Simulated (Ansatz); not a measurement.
# PbSe (Clausthalite) (Fm-3m) in Ansatz: notebook

The runs below take PbSe (Clausthalite) through relaxation of cell and atoms, single point, with PBE+D3(BJ), PBEsol+D3(BJ), PBEsol, PBE, revPBE+D3(BJ).

All numbers are computed with Ansatz 0.2.0; they aren't measurements. Logs are shortened: lines on timing, memory, paths and dates and some standing lists are left out, and cuts for length are marked.

**Measured values to compare with.**

From a printed reference work, monograph, for a bulk crystal of PbSe at 4.2 K: band gap 0.15 eV (direct).

The results are compared with them further down.

## 1. Starting point

The structure is cubic, space group Fm-3m (No. 225). The conventional cell has a = 6.121 Å, b = 6.121 Å, c = 6.121 Å, α = 90.00°, β = 90.00°, γ = 90.00°. Pb (site symmetry m-3m) is surrounded by 6 Se at 3.06 Å. Around Se (site symmetry m-3m) lie 6 Pb at 3.06 Å.

## 2. Relaxation of cell and atoms, PBE+D3(BJ)

input.yaml

```yaml
crystal:
  lattice:
    - [0.0, 3.06065, 3.06065]
    - [3.06065, 0.0, 3.06065]
    - [3.06065, 3.06065, 0.0]
  atoms:
    - { symbol: Pb, position: [0.0, 0.0, 0.0] }
    - { symbol: Se, position: [0.5, 0.5, 0.5] }
kpoints:
  mp_grid: { grid: [8, 8, 8] }
scf:
  occupations: { method: fermi_dirac, width: 0.05 }
hamiltonian:
  xc: pbe
  dispersion: d3bj
  pseudopotentials: { kind: all_electron, lapw: { basis_error: 0.001 } }
output:
  forces: true
  stress: true
relax:
  f_tol: 0.01
  max_steps: 60
  cell: {}
```

Potentials or basis: all-electron LAPW, scalar-relativistic.

The run is started by

```
$ ansatz run input.yaml --threads 1 --pin off --max-ram 3072MiB --backend cpu --events-out ev --progress --plain --runs-dir out
```

Log:

```text
Warning: RAYON_NUM_THREADS=1 ignored (pool sized by the plan → 1); use --threads N
The last accepted step is kept in <dir> (removed where the run ends without a failure and the disk answers)
LAPW: plane waves up to 7.310 Å⁻¹, error target 1.0e-3 eV per atom; small_component_spin mean_spin; Se in spheres of 1.400 Å, 24 of its electrons in bands, Dirac shells []; Pb in spheres of 1.569 Å, 36 of its electrons in bands, Dirac shells [] (how accurate: hamiltonian.pseudopotentials.lapw.basis_error, Limitations)
Engine: ansatz 0.2.0, x86_64-unknown-linux-gnu
Pseudopotentials: kind: all_electron
Pseudopotential: Pb, LAPW, valence charge 36, lapw/all_electron/scalar/gaussian/Pb, Koelling and Harmon's equation, gaussian nucleus
Pseudopotential: Se, LAPW, valence charge 24, lapw/all_electron/scalar/gaussian/Se, Koelling and Harmon's equation, gaussian nucleus
Functional definition: PBE
  parameter kappa = 0.804
  parameter beta = 0.06672455060314922
  exchange = pbe_x(kappa = kappa, mu = beta*pi^2/3)
  correlation = pbe_c(beta = beta)
Crystal: 2 atoms, lattice volume = 57.342 Å³
Basis set: ecut = 203.58027236601114 eV, 339 PW (Γ), exchange–correlation at level 2
Bands: 36, of which v1, the nominal top of the filled ones, is band 30 counted from 1 (29 counted from 0)
Symmetry: 48 space group operations
Space group: Fm-3m (ITA 225), of the structure as read, at distance tolerance 3.9e-5 Å
k-points: 29 of 512
Non-local potential: Pb, projectors of the file, none
Non-local potential: Se, projectors of the file, none
Initial density: superposition of atomic densities (chi_scale 0.1, normalization cell, long waves kept (reshape's long-wave potential 0.00 eV rms))
Initial wavefunctions: plane waves of lowest kinetic energy (no species holds an atomic orbital)
Functional: x = pbe(κ = 0.804, μ = 0.2195149727645171), c = pbe(β = 0.06672455060314922)
iter 1 solved again at ethr=1.48e-3 eV; its pass at ethr=1.00e-1 eV (dr2=8.90e-1 eV) is discarded
SCF iter   1: F=—  HF=-634194.397354 eV  |F-HF|=—  |Δ(HF+E_count)|=         —  Δρ=2.52e-2  dr2=8.90e-1  ethr=1.48e-3  ⟨swp⟩=2.0  Hψ=6416  notcnv=0
preconditioner: auto → none  [insulator: Δε(μ)=0.591 eV  Ē_g=16.883 eV  σ=0.050 eV  W_gap=0.99  n_scr=14 (ndim 8)  ℏωp=21.9 eV  f_vac=0.120  D(μ)=0.00/eV (n_scr^D=0)  ε∞_Penn≈2.7]
iter 2 solved again at ethr=3.65e-5 eV; its pass at ethr=1.48e-3 eV (dr2=2.19e-2 eV) is discarded
SCF iter   2: F=—  HF=-634194.140910 eV  |F-HF|=—  |Δ(HF+E_count)|=   2.56e-1  Δρ=5.82e-3  dr2=2.19e-2  ethr=3.65e-5  ⟨swp⟩=2.0  Hψ=5441  notcnv=0
SCF iter   3: F=—  HF=-634194.108322 eV  |F-HF|=—  |Δ(HF+E_count)|=   3.26e-2  Δρ=3.35e-3  dr2=1.11e-2  ethr=3.65e-5  ⟨swp⟩=2.7  Hψ=3301  notcnv=0
SCF iter   4: F=—  HF=-634194.110099 eV  |F-HF|=—  |Δ(HF+E_count)|=   1.78e-3  Δρ=8.95e-4  dr2=6.00e-4  ethr=1.84e-5  ⟨swp⟩=2.0  Hψ=3101  notcnv=0
SCF iter   5: F=—  HF=-634194.110350 eV  |F-HF|=—  |Δ(HF+E_count)|=   2.51e-4  Δρ=1.19e-4  dr2=8.42e-6  ethr=1.00e-6  ⟨swp⟩=2.7  Hψ=3136  notcnv=0
SCF iter   6: F=—  HF=-634194.110362 eV  |F-HF|=—  |Δ(HF+E_count)|=   1.25e-5  Δρ=1.99e-5  dr2=3.40e-7  ethr=1.40e-8  ⟨swp⟩=3.0  Hψ=3226  notcnv=0
SCF iter   7: F=-634194.110362 eV  HF=-634194.110362 eV  |F-HF|=5.24e-9  |Δ(HF+E_count)|=   2.25e-7  Δρ=6.17e-6  dr2=3.72e-8  ethr=5.67e-10  ⟨swp⟩=3.0  Hψ=3214  notcnv=0
SCF 1 converged in 7 iterations: F = -634194.110362 eV  dr2 = 3.72e-8
relax step   1: F+E_penalty+E_count = -634194.11036203 eV  Δ(F+E_penalty+E_count) = +0.000e0 eV  max|allowed force component| = 1.348e-30 eV/Å  Δτ_max = 0.0000 Å  P = +0.314 GPa  Ω = 57.342 Å³  (7 SCF iters, accepted)
Crystal: 2 atoms, lattice volume = 57.853 Å³
Basis set: ecut = 202.379412200831 eV, 339 PW (Γ), exchange–correlation at level 2
Initial density: handed on by an earlier stage of this run
Initial wavefunctions: those handed on with the density
iter 1 solved again at ethr=1.72e-7 eV; its pass at ethr=1.00e-1 eV (dr2=1.03e-4 eV) is discarded
SCF iter   1: F=—  HF=-634194.110666 eV  |F-HF|=—  |Δ(HF+E_count)|=         —  Δρ=2.74e-4  dr2=1.09e-4  ethr=1.72e-7  ⟨swp⟩=4.4  Hψ=5189  notcnv=0
preconditioner: auto → none  [insulator: Δε(μ)=0.318 eV  Ē_g=17.100 eV  σ=0.050 eV  W_gap=0.92  n_scr=14 (ndim 8)  ℏωp=21.8 eV  f_vac=0.168  D(μ)=0.02/eV (n_scr^D=0)  ε∞_Penn≈2.6]
iter 2 solved again at ethr=1.23e-8 eV; its pass at ethr=1.72e-7 eV (dr2=7.35e-6 eV) is discarded
SCF iter   2: F=—  HF=-634194.110632 eV  |F-HF|=—  |Δ(HF+E_count)|=   3.39e-5  Δρ=8.45e-5  dr2=7.36e-6  ethr=1.23e-8  ⟨swp⟩=2.0  Hψ=5251  notcnv=0
SCF iter   3: F=—  HF=-634194.110626 eV  |F-HF|=—  |Δ(HF+E_count)|=   5.73e-6  Δρ=3.83e-5  dr2=1.75e-6  ethr=1.23e-8  ⟨swp⟩=2.0  Hψ=3104  notcnv=0
SCF iter   4: F=—  HF=-634194.110626 eV  |F-HF|=—  |Δ(HF+E_count)|=   7.85e-8  Δρ=8.40e-6  dr2=7.58e-8  ethr=2.91e-9  ⟨swp⟩=2.0  Hψ=3105  notcnv=0
SCF iter   5: F=-634194.110626 eV  HF=-634194.110626 eV  |F-HF|=2.10e-9  |Δ(HF+E_count)|=  1.16e-10  Δρ=1.42e-6  dr2=1.87e-9  ethr=1.26e-10  ⟨swp⟩=2.6  Hψ=3133  notcnv=0
SCF 2 converged in 5 iterations: F = -634194.110626 eV  dr2 = 1.87e-9
relax step   2: F+E_penalty+E_count = -634194.11062648 eV  Δ(F+E_penalty+E_count) = -2.644e-4 eV  max|allowed force component| = 5.177e-31 eV/Å  Δτ_max = 0.0000 Å  P = -0.144 GPa  Ω = 57.853 Å³  (5 SCF iters, accepted)
Crystal: 2 atoms, lattice volume = 57.691 Å³
Basis set: ecut = 202.75800545783147 eV, 339 PW (Γ), exchange–correlation at level 2
iter 1 solved again at ethr=1.66e-8 eV; its pass at ethr=1.00e-1 eV (dr2=9.98e-6 eV) is discarded
SCF iter   1: F=—  HF=-634194.110705 eV  |F-HF|=—  |Δ(HF+E_count)|=         —  Δρ=8.53e-5  dr2=1.04e-5  ethr=1.66e-8  ⟨swp⟩=4.3  Hψ=5175  notcnv=0
preconditioner: auto → none  [insulator: Δε(μ)=0.304 eV  Ē_g=17.115 eV  σ=0.050 eV  W_gap=0.91  n_scr=14 (ndim 8)  ℏωp=21.9 eV  f_vac=0.167  D(μ)=0.03/eV (n_scr^D=0)  ε∞_Penn≈2.6]
iter 2 solved again at ethr=1.19e-9 eV; its pass at ethr=1.66e-8 eV (dr2=7.13e-7 eV) is discarded
SCF iter   2: F=—  HF=-634194.110701 eV  |F-HF|=—  |Δ(HF+E_count)|=   3.78e-6  Δρ=2.61e-5  dr2=7.14e-7  ethr=1.19e-9  ⟨swp⟩=2.0  Hψ=5251  notcnv=0
SCF iter   3: F=—  HF=-634194.110700 eV  |F-HF|=—  |Δ(HF+E_count)|=   5.15e-7  Δρ=1.16e-5  dr2=1.62e-7  ethr=1.19e-9  ⟨swp⟩=2.0  Hψ=3104  notcnv=0
SCF iter   4: F=-634194.110700 eV  HF=-634194.110700 eV  |F-HF|=2.79e-9  |Δ(HF+E_count)|=  3.49e-10  Δρ=2.51e-6  dr2=6.83e-9  ethr=2.69e-10  ⟨swp⟩=2.0  Hψ=3105  notcnv=0
SCF 3 converged in 4 iterations: F = -634194.110700 eV  dr2 = 6.83e-9
relax step   3: F+E_penalty+E_count = -634194.11070032 eV  Δ(F+E_penalty+E_count) = -7.384e-5 eV  max|allowed force component| = 4.437e-31 eV/Å  Δτ_max = 0.0000 Å  P = -0.002 GPa  Ω = 57.691 Å³  (4 SCF iters, accepted)
iter 1 solved again at ethr=1.11e-11 eV; its pass at ethr=1.00e-1 eV (dr2=6.66e-9 eV) is discarded
SCF iter   1: F=—  HF=-634194.110701 eV  |F-HF|=—  |Δ(HF+E_count)|=         —  Δρ=2.51e-6  dr2=6.81e-9  ethr=1.11e-11  ⟨swp⟩=7.6  Hψ=5923  notcnv=0  reapply=1
preconditioner: auto → none  [insulator: Δε(μ)=0.305 eV  Ē_g=17.114 eV  σ=0.050 eV  W_gap=0.91  n_scr=14 (ndim 8)  ℏωp=21.9 eV  f_vac=0.167  D(μ)=0.03/eV (n_scr^D=0)  ε∞_Penn≈2.6]
SCF iter   2: F=-634194.110700 eV  HF=-634194.110700 eV  |F-HF|=2.33e-10  |Δ(HF+E_count)|=   4.59e-7  Δρ=1.33e-6  dr2=2.09e-9  ethr=1.11e-11  ⟨swp⟩=3.0  Hψ=3215  notcnv=0
SCF 4 converged in 2 iterations: F = -634194.110700 eV  dr2 = 2.09e-9
relax step   4: F+E_penalty+E_count = -634194.11070043 eV  Δ(F+E_penalty+E_count) = -1.109e-7 eV  max|allowed force component| = 7.396e-31 eV/Å  Δτ_max = 0.0000 Å  P = -0.002 GPa  Ω = 57.691 Å³  stress off target by 1.52e-3 GPa  SCF on the basis re-selected at this cell (its energy is not comparable with the rows above)  (2 SCF iters)
basis re-selected at this cell: Δ(F+E_penalty+E_count) = -1.109e-7 eV, ΔP = +0.000 GPa vs the last step (what re-selecting the basis moved, after the strain that the cell walked since its last selection, with what the two solves' SCF thresholds leave and, on support functions, any second-order correction that the steps lacked; it is no measure of the basis error at this ecutwfc). This SCF's stress stands 1.52e-3 GPa from its target on what of the cell is left free (relax.cell.stress_tol is 5.00e-2 GPa) and its largest allowed force component is 7.40e-31 eV/Å (relax.f_tol is 1.00e-2 eV/Å): within both
SCF converged after 2 iterations
Free energy (F): -634194.110700 eV
Harris-Foulkes:  -634194.110700 eV  (|F-HF|=2.33e-10)
Internal energy: -634194.110413 eV  (E = F + TS)
E sigma→0 (E₀):  -634194.110557 eV
Entropy (-TS):   -0.000288 eV (-0.144 meV/atom)
Fermi energy:    11.796681 eV
--- Per-component energies (eV) ---
  E_band       = -3859.900765
  E_kinetic    = 722666.963841
  E_xc         = -12976.345441
  E_electrostatic = -1343883.996581  (all electrons and nuclei)
  E_disp       = -0.732232  (pairwise vdW)
  E_smearing   = -0.000288  (= −TS)
  E_closure    = 0.000000  (closes the sum)
  E_atoms      = -634185.215359  (free atoms, spherical and without spin; not in F)
  Σ components = -634194.110700   (vs F -634194.110700, Δ=0.00e0)
  Basis errors (estimates in eV, not in F): energy 3.5e-4 per atom: plane waves 3.4e-4 (1.9e-4 summed), levels above the bands 4.7e-58, relativity 7.1e-8, radial functions 1.4e-5, core shells 3.8e-8; eigenvalues (radial functions only) 2.3e-6; not estimated: angular momenta, meshes, grids; target (lapw.basis_error) 1.0e-3; muffin-tin radii Se 1.403 Å, Pb 1.572 Å
--- Forces (eV/Å), atoms counted from 1 ---
  atom   1  Pb     0.00000000    -0.00000000    -0.00000000
  atom   2  Se    -0.00000000     0.00000000    -0.00000000
  max |Σ_I F_I| component: 8.71e-31 eV/Å
--- Stress (GPa, compression-positive) ---
       -0.001518       0.000000      -0.000000
        0.000000      -0.001518      -0.000000
       -0.000000      -0.000000      -0.001518
  P = ⅓ Tr σ = -0.0015 GPa (-0.015 kbar)
--- Relaxed structure (3 steps of the walk, 3 accepted, 1 SCFs on fresh bases) ---
  F+E_penalty+E_count = -634194.11070043 eV   max|allowed force component| = 7.396e-31 eV/Å   (the final SCF, on the basis selected at the relaxed cell)
  cell:  # Å, volume = 57.6909 Å³
    - [-3.566760423026913e-34, 3.0668498164608136, 3.0668498164608136]
    - [3.0668498164608136, -5.095372032895588e-35, 3.0668498164608136]
    - [3.0668498164608136, 3.0668498164608136, -5.85967783782993e-34]
  atoms:
    - { symbol: Pb, position: [-9.012769868930443e-37, 8.193427153571504e-37, 1.2290140730358746e-36] }
    - { symbol: Se, position: [0.5, 0.5, 0.5] }
```

It took 13 s on 1 thread of Intel Xeon 6975P-C (Granite Rapids), shared host; peak memory 0.38 GiB.

Results:

```
Free energy                            : -634194.1107 eV
Relaxed volume                         : 28.85 Å³/atom
Relaxed cell                           : a = 4.337 Å, b = 4.337 Å, c = 4.337 Å, α = 60.00°, β = 60.00°, γ = 60.00°
Space group after relaxing (to 0.05 Å) : Fm-3m (No. 225)
Energy gained by relaxing              : 0.2 meV/atom
Ionic steps                            : 4
Pressure after relaxing                : 0.0 GPa
```

Step by step:
| step | energy change (eV) | largest force (eV/Å) | volume (Å³) |
| --- | --- | --- | --- |
| 1 | 0.0000 | 0.0000 | 57.34 |
| 2 | -0.0003 | 0.0000 | 57.85 |
| 3 | -0.0003 | 0.0000 | 57.69 |
| 4 | -0.0003 | 0.0000 | 57.69 |

Final structure:
```yaml
crystal:
  lattice:
    - [0.00000, 3.06685, 3.06685]
    - [3.06685, 0.00000, 3.06685]
    - [3.06685, 3.06685, 0.00000]
  atoms:
    - { symbol: Pb, position: [0.00000, 0.00000, 0.00000] }
    - { symbol: Se, position: [0.50000, 0.50000, 0.50000] }
```

The run has no spin-orbit coupling, so splittings on Pb are missing.

## 3. Relaxation of cell and atoms, PBEsol+D3(BJ)

Edit input.yaml of step 2 so:

```diff
@@ -13,3 +13,3 @@
 hamiltonian:
-  xc: pbe
+  xc: pbesol
   dispersion: d3bj
```

Potentials or basis: all-electron LAPW, scalar-relativistic.

The run is started by

```
$ ansatz run input.yaml --threads 1 --pin off --max-ram 3072MiB --backend cpu --events-out ev --progress --plain --runs-dir out
```

Wall time 18 s (1 thread of Intel Xeon 6975P-C (Granite Rapids), shared host); peak memory 0.38 GiB.

The run converged. Its results:

- Free energy: -633997.7752 eV
- Relaxed volume: 27.30 Å³/atom
- Relaxed cell: a = 4.258 Å, b = 4.258 Å, c = 4.258 Å, α = 60.00°, β = 60.00°, γ = 60.00°
- Space group after relaxing (to 0.05 Å): Fm-3m (No. 225)
- Energy gained by relaxing: 11.3 meV/atom
- Ionic steps: 5
- Pressure after relaxing: 0.0 GPa

The path:
```
step  energy change (eV)  largest force (eV/Å)  volume (Å³)
   1              0.0000                0.0000        57.34
   2             -0.0170                0.0000        53.32
   3             -0.0226                0.0000        54.70
   4             -0.0226                0.0000        54.60
   5             -0.0226                0.0000        54.60
```

Final structure:
```
Pb Se
1.0
     0.00000    3.01114    3.01114
     3.01114    0.00000    3.01114
     3.01114    3.01114    0.00000
Pb Se
1 1
Direct
  0.00000 0.00000 0.00000
  0.50000 0.50000 0.50000
```

Spin-orbit coupling is left out, which matters for the levels of Pb.

## 4. Single point, PBEsol

Edit input.yaml of step 3 so:

```diff
@@ -11,6 +11,5 @@
 scf:
-  occupations: { method: fermi_dirac, width: 0.05 }
+  occupations: { method: gaussian, width: 0.05 }
 hamiltonian:
   xc: pbesol
-  dispersion: d3bj
   pseudopotentials: { kind: all_electron, lapw: { basis_error: 0.001 } }
@@ -19,5 +18,2 @@
   stress: true
-relax:
-  f_tol: 0.01
-  max_steps: 60
-  cell: {}
+  eigenvalues: true
```

Potentials or basis: all-electron LAPW, scalar-relativistic.

The run is started by

```
$ ansatz run input.yaml --threads 1 --pin off --max-ram 3072MiB --backend cpu --events-out ev --progress --plain --runs-dir out
```

Log:

```text
Warning: RAYON_NUM_THREADS=1 ignored (pool sized by the plan → 1); use --threads N
LAPW: plane waves up to 7.017 Å⁻¹, error target 1.0e-3 eV per atom; small_component_spin mean_spin; Se in spheres of 1.440 Å, 24 of its electrons in bands, Dirac shells []; Pb in spheres of 1.621 Å, 36 of its electrons in bands, Dirac shells [] (how accurate: hamiltonian.pseudopotentials.lapw.basis_error, Limitations)
Engine: ansatz 0.2.0, x86_64-unknown-linux-gnu
Pseudopotentials: kind: all_electron
Pseudopotential: Pb, LAPW, valence charge 36, lapw/all_electron/scalar/gaussian/Pb, Koelling and Harmon's equation, gaussian nucleus
Pseudopotential: Se, LAPW, valence charge 24, lapw/all_electron/scalar/gaussian/Se, Koelling and Harmon's equation, gaussian nucleus
Functional definition: PBEsol
  exchange = pbesol_x
  correlation = pbesol_c
Crystal: 2 atoms, lattice volume = 57.342 Å³
Basis set: ecut = 187.62343428004087 eV, 331 PW (Γ), exchange–correlation at level 2
[... 34 lines left out ...]
  E_atoms      = -633988.145556  (free atoms, spherical and without spin; not in F)
  Σ components = -633997.036364   (vs F -633997.036364, Δ=0.00e0)
  Basis errors (estimates in eV, not in F): energy 3.5e-4 per atom: plane waves 3.3e-4 (1.8e-4 summed), levels above the bands 0.0e0, relativity 1.2e-8, radial functions 2.1e-5, core shells 1.4e-8; eigenvalues (radial functions only) 3.9e-6; not estimated: angular momenta, meshes, grids; target (lapw.basis_error) 1.0e-3; muffin-tin radii Se 1.440 Å, Pb 1.621 Å
--- Forces (eV/Å), atoms counted from 1 ---
  atom   1  Pb     0.00000000     0.00000000    -0.00000000
  atom   2  Se     0.00000000    -0.00000000    -0.00000000
  max |Σ_I F_I| component: 1.31e-30 eV/Å
--- Stress (GPa, compression-positive) ---
       -0.481082       0.000000      -0.000000
        0.000000      -0.481082      -0.000000
       -0.000000      -0.000000      -0.481082
  P = ⅓ Tr σ = -0.4811 GPa (-4.811 kbar)
--- Band table (eV; the first three rows and the last of 29) ---
  k-point 0: bands = ["-195.5741", "-135.2383", "-135.2383", "-135.2383", "-127.8634", "-116.9131", "-116.9107", "-116.9107", "-116.9107", "-116.9088", "-116.9088", "-116.9088", "-69.6540", "-69.6540", "-69.6540", "-35.6719", "-35.6719", "-35.6695", "-35.6695", "-35.6695", "-5.1655", "-5.1655", "-5.1655", "-5.1647", "-5.1647", "-2.0101", "5.2761", "9.7268", "9.7268", "9.7268", "16.2787", "16.2787", "16.2787", "18.0533", "18.0533", "18.0533"]
  k-point 1: bands = ["-195.5741", "-135.2383", "-135.2383", "-135.2383", "-127.8634", "-116.9131", "-116.9107", "-116.9107", "-116.9107", "-116.9088", "-116.9088", "-116.9088", "-69.6540", "-69.6540", "-69.6540", "-35.6719", "-35.6719", "-35.6695", "-35.6695", "-35.6695", "-5.1685", "-5.1685", "-5.1649", "-5.1604", "-5.1604", "-1.8913", "4.8832", "9.7677", "9.7677", "9.9992", "15.1952", "15.6005", "15.6005", "17.8379", "18.3992", "18.3992"]
  k-point 2: bands = ["-195.5741", "-135.2383", "-135.2383", "-135.2383", "-127.8634", "-116.9131", "-116.9107", "-116.9107", "-116.9107", "-116.9088", "-116.9088", "-116.9088", "-69.6540", "-69.6540", "-69.6540", "-35.6718", "-35.6718", "-35.6695", "-35.6695", "-35.6695", "-5.1774", "-5.1774", "-5.1638", "-5.1486", "-5.1486", "-1.5647", "4.0138", "9.8878", "9.8878", "10.5446", "13.6986", "14.4747", "14.4747", "18.0145", "19.2691", "19.2691"]
  k-point 28: bands = ["-195.5741", "-135.2383", "-135.2383", "-135.2383", "-127.8634", "-116.9131", "-116.9107", "-116.9107", "-116.9107", "-116.9088", "-116.9088", "-116.9088", "-69.6540", "-69.6540", "-69.6540", "-35.6719", "-35.6718", "-35.6695", "-35.6695", "-35.6694", "-5.2591", "-5.1652", "-5.1529", "-5.1529", "-5.1197", "-0.5334", "3.5705", "7.3400", "7.3400", "10.8168", "13.4373", "16.4895", "16.4895", "19.2671", "19.2671", "23.3718"]
```

Run time: 4 s. Hardware: 1 thread of AMD EPYC 9R45 (Zen 5), shared host; peak memory 0.34 GiB.

Results:

- Free energy: -633997.0364 eV
- Pressure: -0.5 GPa
- Band gap on the k mesh: 0.20 eV, direct

Caveat: spin-orbit coupling is left out, which as a rule narrows the gap of such compounds by several tenths of an eV.

## 5. Single point, PBE

Edit input.yaml of step 4 so:

```diff
@@ -11,5 +11,5 @@
 scf:
-  occupations: { method: gaussian, width: 0.05 }
+  occupations: { method: gaussian, width: 0.019 }
 hamiltonian:
-  xc: pbesol
+  xc: pbe
   pseudopotentials: { kind: all_electron, lapw: { basis_error: 0.001 } }
```

The run is started by

```
$ ansatz run input.yaml --threads 1 --pin off --max-ram 3072MiB --backend cpu --events-out ev --progress --plain --runs-dir out
```

It took 2.5 s on 1 thread of AMD EPYC 9R45 (Zen 5), shared host; peak memory 0.32 GiB.

Results (log left out):

| Item | Value |
| --- | --- |
| Free energy | -634193.3735 eV |
| Pressure | 2.4 GPa |
| Band gap on the k mesh | 0.28 eV, direct |

Levels at points of the mesh, in eV from the valence-band top:
| k point | band 28 | band 29 | band 30 | band 31 | band 32 | band 33 |
| --- | --- | --- | --- | --- | --- | --- |
| (0.00, 0.00, 0.00) | -1.89 | -1.89 | -1.89 | 4.71 | 4.71 | 4.71 |
| (0.00, 0.00, -0.50) | -1.48 | -1.48 | 0.00 | 0.28 | 1.69 | 1.69 |
| (0.00, -0.50, -0.50) | -4.99 | -3.24 | -3.24 | 3.69 | 5.60 | 5.60 |

Caveat: spin-orbit coupling is left out, which as a rule narrows the gap of such compounds by several tenths of an eV.

[end of part 1 of 2]
